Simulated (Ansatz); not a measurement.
SiO2 (Cristobalite): band structure with PBEsol

Crystal: SiO2 (Cristobalite).

```
Si O
1.0
     4.98200    0.00000    0.00000
     0.00000    4.98200    0.00000
     0.00000    0.00000    6.96300
Si O
4 8
Direct
  0.79897 0.20103 0.75000
  0.70103 0.70103 0.50000
  0.20103 0.79897 0.25000
  0.29897 0.29897 0.00000
  0.10347 0.23989 0.82187
  0.26011 0.60347 0.07187
  0.89653 0.76011 0.32187
  0.73989 0.39653 0.57187
  0.60347 0.26011 0.92813
  0.76011 0.89653 0.67813
  0.39653 0.73989 0.42813
  0.23989 0.10347 0.17813
```

```
Program                             : Ansatz 0.2.0
Task                                : band structure
Functional                          : PBEsol
Potentials or basis                 : Ansatz PAW
Cutoff                              : 420 eV (not typed: the program's choice for these potentials)
k mesh                              : 6 × 6 × 4
Occupations                         : fermi-dirac, width 0.05 eV
Spin                                : no spin polarisation
Path                                : [["G", "X", "M", "G", "Z", "R", "A", "Z"], ["X", "R"], ["M", "A"]]
Points for each segment of the path : 10
```

| Property | Result |
| --- | --- |
| Pressure | 3.9 GPa |
| Largest force | 0.303 eV/Å |
| Band gap on the k mesh | 5.71 eV, direct |
| Band gap along the path | 5.71 eV, direct |

Forces in eV/Å, atoms in the order of the input:
```
Si   0.092 -0.092  0.000
Si  -0.092 -0.092  0.000
Si  -0.092  0.092  0.000
Si   0.092  0.092  0.000
O    0.026 -0.066 -0.294
O    0.066  0.026 -0.294
O   -0.026  0.066 -0.294
O   -0.066 -0.026 -0.294
O    0.026  0.066  0.294
O    0.066 -0.026  0.294
O   -0.026 -0.066  0.294
O   -0.066  0.026  0.294
```

Stress tensor (GPa, compression positive):
```
3.72 0.00 0.00
0.00 3.72 0.00
0.00 0.00 4.38
```

Levels at the corners of the path, in eV from the valence-band top:
| point | band 29 | band 30 | band 31 | band 32 | band 33 | band 34 | band 35 | band 36 |
| --- | --- | --- | --- | --- | --- | --- | --- | --- |
| Γ | -0.66 | -0.27 | -0.27 | 0.00 | 5.71 | 8.77 | 8.77 | 9.19 |
| X | -0.66 | -0.66 | -0.47 | -0.47 | 7.75 | 7.75 | 9.23 | 9.23 |
| M | -0.60 | -0.60 | -0.56 | -0.56 | 8.71 | 8.71 | 8.84 | 8.84 |
| Γ | -0.66 | -0.27 | -0.27 | 0.00 | 5.71 | 8.77 | 8.77 | 9.19 |
| Z | -0.51 | -0.51 | -0.40 | -0.40 | 6.94 | 6.94 | 9.38 | 9.38 |
| R | -0.94 | -0.94 | -0.17 | -0.17 | 8.06 | 8.06 | 8.94 | 8.94 |
| A | -0.64 | -0.64 | -0.64 | -0.64 | 9.22 | 9.22 | 9.22 | 9.22 |
| Z | -0.51 | -0.51 | -0.40 | -0.40 | 6.94 | 6.94 | 9.38 | 9.38 |
| X | -0.66 | -0.66 | -0.47 | -0.47 | 7.75 | 7.75 | 9.23 | 9.23 |
| R | -0.94 | -0.94 | -0.17 | -0.17 | 8.06 | 8.06 | 8.94 | 8.94 |
| M | -0.60 | -0.60 | -0.56 | -0.56 | 8.71 | 8.71 | 8.84 | 8.84 |
| A | -0.64 | -0.64 | -0.64 | -0.64 | 9.22 | 9.22 | 9.22 | 9.22 |

Wall time 59 s on 4 threads of Intel(R) Xeon(R) Processor @ 2.50GHz (Skylake/Cascade Lake), on a shared host, peak memory 0.86 GiB.

Caveat: the pressure holds a Pulay correction of +0.6 GPa for the finite cutoff; the cell was measured hot, at 340 K; the PAW data sets come from PBE, with cores solved anew for the run's functional, which leaves a small shift of forces and pressure. As with any semilocal functional, this PBEsol gap is likely too small.
